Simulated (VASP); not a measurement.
# Ag (I4/mmm) in VASP: a series of runs

Runs on Ag. Level: LDA. Tasks: single point.

Everything below comes from runs of VASP 6.6.1. Logs are shortened: lines on timing, memory, paths and dates and some standing lists are left out, and cuts for length are marked.

## 1. The cell of the first run

Symmetry: I4/mmm, No. 139, tetragonal system. The conventional cell has a = 2.976 Å, b = 2.976 Å, c = 4.086 Å, α = 90.00°, β = 90.00°, γ = 90.00°. Ag (site symmetry 4/mmm) has 12 Ag at 2.93 to 2.98 Å as nearest neighbours.

## 2. Single point, LDA (strain +0.030 along x and y, +0.000 along z, atoms carried along)

INCAR

```
SYSTEM = Ag
ALGO     = Fast           ! electronic algorithm
EDIFF    = 1E-6           ! SCF threshold, eV
ENCUT    = 520            ! plane-wave cutoff, eV
GGA      = CA             ! functional
ISIF     = 2              ! what is computed and relaxed
ISMEAR   = 0              ! smearing method
LASPH    = .TRUE.         ! aspherical terms in the spheres
LCHARG   = .FALSE.        ! write CHGCAR
LREAL    = .FALSE.        ! projectors in reciprocal space
LWAVE    = .FALSE.        ! write WAVECAR
NBANDS   = 12             ! bands
NELM     = 100            ! most SCF steps
PREC     = Accurate       ! precision mode
SIGMA    = 0.15           ! smearing width, eV
```

KPOINTS

```
k-points
0
G
  20 20 20
  0 0 0
```

POSCAR

```
Ag
1.0
    0.0000000000      2.1043930000      2.0431000000
    2.1043930000      0.0000000000      2.0431000000
    2.1043930000      2.1043930000      0.0000000000
Ag
1
Direct
    0.0000000000      0.0000000000      0.0000000000
```

Potentials or basis: VASP PAW LDA potentials, release 64 (Ag).

Launch:

```
$ cat potpaw_LDA.64/Ag/POTCAR > POTCAR
$ mpirun -np 1 vasp_std > vasp.out
```

OUTCAR:

```text
SYSTEM = Ag
   EDIFF = 1E-6
   ENCUT = 520
   GGA = CA
   ISIF = 2
   ISMEAR = 0
   LASPH = .TRUE.
   LREAL = .FALSE.
   NELM = 100
   PREC = Accurate

 ion  position               nearest neighbor table
   1  0.000  0.000  0.000-

  LATTYP: Found a body centered tetragonal cell.
 ALAT       =     2.9760611212
 C/A-ratio  =     1.3730228761

  Lattice vectors:

 A1 = (   0.0000000000,  -2.1043930000,  -2.0431000000)
 A2 = (   0.0000000000,   2.1043930000,  -2.0431000000)
 A3 = (   2.1043930000,   0.0000000000,   2.0431000000)

Analysis of symmetry for initial positions (statically):
=====================================================================
 Subroutine PRICEL returns:
 Original cell was already a primitive cell.

 Routine SETGRP: Setting up the symmetry group for a
 body centered tetragonal supercell.

 Subroutine GETGRP returns: Found 16 space group operations
 (whereof 16 operations were pure point group operations)
 out of a pool of 16 trial point group operations.

The static configuration has the point symmetry D_4h.

Analysis of symmetry for dynamics (positions and initial velocities):
=====================================================================
 Subroutine PRICEL returns:
 Original cell was already a primitive cell.

 Routine SETGRP: Setting up the symmetry group for a
 body centered tetragonal supercell.

 Subroutine GETGRP returns: Found 16 space group operations
 (whereof 16 operations were pure point group operations)
 out of a pool of 16 trial point group operations.

The dynamic configuration has the point symmetry D_4h.

 Subroutine INISYM returns: Found 16 space group operations
 (whereof 16 operations are pure point group operations),
 and found     1 'primitive' translations

----------------------------------------------------------------------------------------

                                     Primitive cell

  volume of cell :      18.0956

  direct lattice vectors                    reciprocal lattice vectors
     0.000000000  2.104393000  2.043100000    -0.237598205  0.237598205  0.244726151
     2.104393000  0.000000000  2.043100000     0.237598205 -0.237598205  0.244726151
     2.104393000  2.104393000  0.000000000     0.237598205  0.237598205 -0.244726151

  length of vectors
     2.933040659  2.933040659  2.976061121     0.415688229  0.415688229  0.415688229

  position of ions in fractional coordinates (direct lattice)
     0.000000000  0.000000000  0.000000000

  ion indices of the primitive-cell ions
   primitive index   ion index
                 1           1

----------------------------------------------------------------------------------------

 KPOINTS: k-points

Automatic generation of k-mesh.
 Grid dimensions read from file:
 generate k-points for:   20   20   20

 Generating k-lattice:

  Cartesian coordinates                     Fractional coordinates (reciprocal lattice)
    -0.011879910  0.011879910  0.012236308     0.050000000  0.000000000  0.000000000
     0.011879910 -0.011879910  0.012236308     0.000000000  0.050000000  0.000000000
     0.011879910  0.011879910 -0.012236308     0.000000000  0.000000000  0.050000000

  Length of vectors
     0.020784411  0.020784411  0.020784411

  Shift w.r.t. Gamma in fractional coordinates (k-lattice)
     0.000000000  0.000000000  0.000000000

 Subroutine IBZKPT returns following result:
 ===========================================

 Found    641 irreducible k-points:

 Following reciprocal coordinates:
            Coordinates               Weight
  0.000000  0.000000  0.000000      1.000000
  0.050000  0.000000  0.000000      8.000000
  0.100000  0.000000  0.000000      8.000000
  0.150000  0.000000  0.000000      8.000000
  0.200000  0.000000  0.000000      8.000000
  0.250000  0.000000  0.000000      8.000000
[... 16 lines left out ...]
 -0.400000  0.050000  0.000000      8.000000
 -0.350000  0.050000  0.000000      8.000000
 [... further k-points ...]
   k-points           NKPTS =    641   k-points in BZ     NKDIM =    641   number of bands    NBANDS=     12
   number of dos      NEDOS =    301   number of ions     NIONS =      1
   total plane-waves  NPLWV =  13824
   dimension x,y,z NGX =    24 NGY =   24 NGZ =   24
   dimension x,y,z NGXF=    48 NGYF=   48 NGZF=   48
   ions per type =               1
   NGX,Y,Z   is equivalent  to a cutoff of  13.60, 13.60, 13.41 a.u.
   NGXF,Y,Z  is equivalent  to a cutoff of  27.21, 27.21, 26.81 a.u.
 SYSTEM =  Ag
   PREC   = accura    normal or accurate (medium, high low for compatibility)
   ISTART =      0    job   : 0-new  1-cont  2-samecut
   ICHARG =      2    charge: 1-file 2-atom 10-const
   ISPIN  =      1    spin polarized calculation?
   LNONCOLLINEAR =      F non collinear calculations
   LSORBIT =      F    spin-orbit coupling
   LASPH  =      T    aspherical Exc in radial PAW
   ENCUT  =  520.0 eV  38.22 Ry    6.18 a.u.   5.45  5.45  5.53*2*pi/ulx,y,z
   NELM   =    100;   NELMIN=  2; NELMDL= -5     # of ELM steps
   EDIFF  = 0.1E-05   stopping-criterion for ELM
   LREAL  =      F    real-space projection
   EDIFFG = 0.1E-04   stopping-criterion for IOM
   NSW    =      0    number of steps for IOM
   IBRION =     -1    ionic relax: 0-MD 1-quasi-New 2-CG
   NFREE  =      0    steps in history (QN), initial steepest desc. (CG)
   ISIF   =      2    stress and relaxation
   ISYM   =      2    0-nonsym 1-usesym 2-fastsym
   POTIM  = 0.5000    time-step for ionic-motion
   TEBEG  =    0.0;   TEEND  =   0.0 temperature during run
   PSTRESS=    0.0 pullay stress
   NELECT =      11.0000    total number of electrons
   NUPDOWN=      -1.0000    fix difference up-down
   EMIN   =  10.00;   EMAX   =-10.00  energy-range for DOS
   EFERMI =   0.00;   METHOD = LEGACY
   ISMEAR =     0;   SIGMA  =   0.15  broadening in eV -4-tet -1-fermi 0-gaus
   EFERMI_NEDOS =   21; number of points for ismear=-14 and -15
   IALGO  =     68    algorithm
   IMIX   =      4    mixing-type and parameters
     AMIX     =   0.40;   BMIX     =  1.00
     AMIX_MAG =   1.60;   BMIX_MAG =  1.00
  volume/ion in A,a.u.               =      18.10       122.12
  Fermi-wavevector in a.u.,A,eV,Ry     =   1.386803  2.620677 26.167013  1.923221
  Thomas-Fermi vector in A             =   2.511084
   LORBIT       =      0    0 simple, 1 ext, 2 COOP (PROOUT), +10 PAW based schemes
   GGA     = CA    functional components
   LHFCALC =     F    Hartree Fock is set to
   AEXX    =    0.0000 exact exchange contribution
   IVDW    =     0    specifies the selected vdW correction
   LEPSILON=     F    determine dielectric tensor
   LRPA    =     F    only Hartree local field effects (RPA)
 non-spin polarized calculation
 RMM-DIIS sequential band-by-band and
 Gauss-broadening in eV      SIGMA  =   0.15
  energy-cutoff  :      520.00
  volume of cell :       18.10
 maximum number of plane-waves:       517
 NGX is ok and might be reduce to    24
   NGX = 11   NGY = 11   NGZ = 11

 number of electron      11.0000000 magnetization

 Free energy of the ion-electron system (eV)
  ---------------------------------------------------
  ext. energy  EPLUGINS =         0.00000000
  ---------------------------------------------------
  free energy    TOTEN  =        -3.69812843 eV

  energy without entropy =       -3.69583755  energy(sigma->0) =       -3.69698299

 E-fermi :   7.3270     XC(G=0): -12.2368

 val. band max:        7.3216748017   @ k =   0.5000   0.1500   0.0500
 cond. band min:       7.3341015235   @ k =   0.4500  -0.0000   0.3500
 fundamental gap:      0.0124267218
 Fermi energy:         7.3270397629

 k-point     1 :       0.0000    0.0000    0.0000
  band No.  band energies     occupation
      1      -0.0633      2.00000
      2       2.7169      2.00000
      3       2.7169      2.00000
      4       2.8840      2.00000
      5       3.6302      2.00000
      6       3.8034      2.00000
      7      23.2352      0.00000
      8      26.2681      0.00000
      9      26.2681      0.00000
     10      26.5698      0.00000
     11      31.2487      0.00000
     12      31.6765      0.00000

 k-point     2 :       0.0500    0.0000    0.0000
  band No.  band energies     occupation
      1       0.0116      2.00000
      2       2.7128      2.00000
      3       2.7373      2.00000
      4       2.8915      2.00000
      5       3.6244      2.00000
      6       3.7940      2.00000
      7      23.2386      0.00000
      8      25.6662      0.00000
      9      26.2861      0.00000
     10      26.4996      0.00000
     11      31.1599      0.00000
     12      31.7484      0.00000

 k-point     3 :       0.1000    0.0000    0.0000
  band No.  band energies     occupation
      1       0.2301      2.00000
      2       2.6924      2.00000
      3       2.7911      2.00000
      4       2.9255      2.00000
      5       3.6143      2.00000
      6       3.7715      2.00000
      7      23.0037      0.00000
      8      24.4765      0.00000
      9      26.3254      0.00000
     10      26.5200      0.00000
     11      30.3818      0.00000
     12      31.4680      0.00000
[... 286 lines left out ...]
 k-point    23 :      -0.4000    0.0500    0.0000
  band No.  band energies     occupation
      1       1.3841      2.00000
      2       2.7388      2.00000
      3       2.8514      2.00000
      4       4.2077      2.00000
      5       4.3143      2.00000
      6       6.0601      2.00000
      7      12.2012      0.00000
      8      22.6053      0.00000
      9      24.1103      0.00000
     10      24.6012      0.00000
     11      29.1242      0.00000
     12      29.8150      0.00000

 k-point    24 :      -0.3500    0.0500    0.0000
  band No.  band energies     occupation
      1       1.4291      2.00000
      2       2.7860      2.00000
      3       2.9026      2.00000
      4       4.0193      2.00000
      5       4.1400      2.00000
      6       5.0916      2.00000
      7      13.8192      0.00000
      8      22.8546      0.00000
      9      24.2615      0.00000
     10      25.3221      0.00000
     11      28.9817      0.00000
     12      29.5970      0.00000

 [... further k-points ...]

------------------------ aborting loop because EDIFF is reached ----------------------------------------

  FORCE on cell =-STRESS in cart. coord.  units (eV):
  Direction    XX          YY          ZZ          XY          YZ          ZX
  --------------------------------------------------------------------------------------
  -------------------------------------------------------------------------------------
  Total       -1.3587019     -1.3587019     -1.2675602      0.0000000     -0.0000000     -0.0000000
  in kB     -120.2988455   -120.2988455   -112.2291966      0.0000000     -0.0000000     -0.0000000
  external PRESSURE =    -117.6089626 kB  Pullay stress =       0.0000000 kB

 VOLUME and BASIS-vectors are now :
 -----------------------------------------------------------------------------
  energy-cutoff  :      520.00
  volume of cell :       18.10
      direct lattice vectors                 reciprocal lattice vectors
     0.000000000  2.104393000  2.043100000    -0.237598205  0.237598205  0.244726151
     2.104393000  0.000000000  2.043100000     0.237598205 -0.237598205  0.244726151
     2.104393000  2.104393000  0.000000000     0.237598205  0.237598205 -0.244726151

 POSITION                                       TOTAL-FORCE (eV/Angst)
 -----------------------------------------------------------------------------------
      0.00000      0.00000      0.00000         0.000000      0.000000      0.000000
 -----------------------------------------------------------------------------------
    total drift:                               -0.000000     -0.000000     -0.000000

  FREE ENERGIE OF THE ION-ELECTRON SYSTEM (eV)
  ---------------------------------------------------
  free  energy   TOTEN  =        -3.6981284349 eV

  energy  without entropy=       -3.6958375544  energy(sigma->0) =       -3.69698299
```

Wall time 2.1 min (1 thread of AMD EPYC 7R43 (Zen 3), shared host); peak memory 0.2 GiB.

What came out:

```yaml
Free_energy: -3.6981 eV
Pressure: -11.8 GPa
Band_gap_on_the_k_mesh: none (metal or under the smearing width)
```

Stress tensor (GPa, compression positive):
```
-12.03   0.00   0.00
  0.00 -12.03   0.00
  0.00   0.00 -11.22
```

Levels at points of the mesh, in eV from the Fermi level:
```csv
k point,band 4,band 5,band 6,band 7,band 8,band 9
"(0.00, 0.00, 0.00)",-4.44,-3.70,-3.52,15.91,18.94,18.94
"(0.50, 0.00, 0.00)",-2.92,-2.84,-0.26,3.26,15.08,16.78
"(0.50, 0.50, 0.00)",-2.69,-2.69,1.94,6.74,9.93,9.93
"(0.50, 0.00, 0.50)",-2.76,-2.64,1.45,6.03,10.44,10.45
```

## 3. Single point, LDA (strain +0.000 along x and y, -0.030 along z, atoms carried along)

INCAR

```
PREC = Accurate
ENCUT = 520
EDIFF = 1E-7
ISMEAR = 0
SIGMA = 0.15
LREAL = False
LASPH = True
NELM = 100
ALGO = Fast
ISIF = 2
LWAVE = False
LCHARG = False
NBANDS = 12
```

KPOINTS

```
Automatic mesh
0
Gamma
  20 20 20
```

POSCAR

```
Ag
1.0
    0.0000000000      2.0431000000      1.9818070000
    2.0431000000      0.0000000000      1.9818070000
    2.0431000000      2.0431000000      0.0000000000
Ag
1
Direct
    0.0000000000      0.0000000000      0.0000000000
```

Potentials or basis: VASP PAW LDA potentials, release 64 (Ag).

Launch:

```
$ cat potpaw_LDA.64/Ag/POTCAR > POTCAR
$ mpirun -np 1 vasp_std > vasp.out
```

It took 2.3 min on 1 thread of AMD EPYC 7R43 (Zen 3), shared host; peak memory 0.2 GiB.

It converged, with:

```yaml
Free_energy: -3.7779 eV
Pressure: -3.9 GPa
Band_gap_on_the_k_mesh: none (metal or under the smearing width)
```

Stress tensor (GPa, compression positive):
```
-4.29  0.00  0.00
 0.00 -4.29  0.00
 0.00  0.00 -3.16
```

Levels at points of the mesh, in eV from the Fermi level:
```csv
k point,band 4,band 5,band 6,band 7,band 8,band 9
"(0.00, 0.00, 0.00)",-4.75,-3.88,-3.68,16.09,19.62,19.62
"(0.50, 0.00, 0.00)",-2.97,-2.88,-0.52,3.74,15.28,17.67
"(0.50, 0.50, 0.00)",-2.70,-2.70,1.87,7.47,10.34,10.34
"(0.50, 0.00, 0.50)",-2.79,-2.64,1.33,6.69,10.87,10.92
```
